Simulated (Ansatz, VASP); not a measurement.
Sc in VASP and in Ansatz

File INCAR:

```
SYSTEM = Sc
PREC = Accurate
ENCUT = 520
EDIFF = 1E-7
ISMEAR = 1
SIGMA = 0.1
LREAL = .FALSE.
LASPH = .TRUE.
NELM = 100
ALGO = Normal
ISIF = 2
LWAVE = .FALSE.
LCHARG = .FALSE.
LDIPOL = .TRUE.
IDIPOL = 3
DIPOL = 0.5 0.5 0.381
GGA = PS
IVDW = 12
NBANDS = 24
```

The input KPOINTS:

```
regular mesh
0
G
  12 12 1
  0 0 0
```

The input POSCAR:

```
Sc
1.0
    3.1236330269      0.0000000000      0.0000000000
   -1.5618165135      2.7051455534      0.0000000000
    0.0000000000      0.0000000000     25.0475626166
Sc
3
Direct
    0.3333333333      0.6666666667      0.2794683102
    0.6666666667      0.3333333333      0.3802509368
    0.3333333333      0.6666666667      0.4822754813
```

Input for Ansatz:

```yaml
crystal:
  lattice:
    - [3.1236330269, 0.0, 0.0]
    - [-1.5618165135, 2.7051455534, 0.0]
    - [0.0, 0.0, 25.0475626166]
  atoms:
    - { symbol: Sc, position: [0.3333333333, 0.6666666667, 0.2794683102] }
    - { symbol: Sc, position: [0.6666666667, 0.3333333333, 0.3802509368] }
    - { symbol: Sc, position: [0.3333333333, 0.6666666667, 0.4822754813] }
basis:
  ecutwfc: 420
kpoints:
  mp_grid: { grid: [12, 12, 1] }
hamiltonian:
  xc: pbesol
  dispersion: d3bj
scf:
  occupations: { method: methfessel_paxton, width: 0.1 }
  n_extra_bands: 7
  max_iter: 160
output:
  forces: true
  eigenvalues: true
  write_density: true
  write_potential: true
  elf: true
  volumetric_format: npy
efield:
  axis: 3
  dipole_correction: true
```

Alike in both runs: task single point; functional PBEsol; dispersion D3(BJ); k mesh 12 × 12 × 1; occupations methfessel-paxton of order 1, width 0.1 eV; no spin polarisation.

```csv
,VASP,Ansatz
version,VASP 6.6.1,Ansatz 0.2.0
potentials or method,"VASP PAW PBE potentials, release 64 (Sc_sv)","scalar-relativistic, plane waves, PAW"
plane-wave cutoff (eV),520,420
valence electrons in the cell,33,33
```

```tsv
	VASP	Ansatz	Ansatz less VASP
gap on the k mesh at the Fermi level (eV)	none	none	-
rms of the force components (eV/Å)	0.026	0.026	+0.0001
```

Atom by atom the forces differ by 0.002 eV/Å (rms over components). A gap of «none» marks a metal or a gap that the smearing closes. With one functional, cell and mesh, what is left measures potentials, basis and numerics. Ansatz warned: «xc_potential_rough_in_thin_density».

Caveats: the PAW data sets were made with another functional, which shifts forces and pressure a little (VASP).
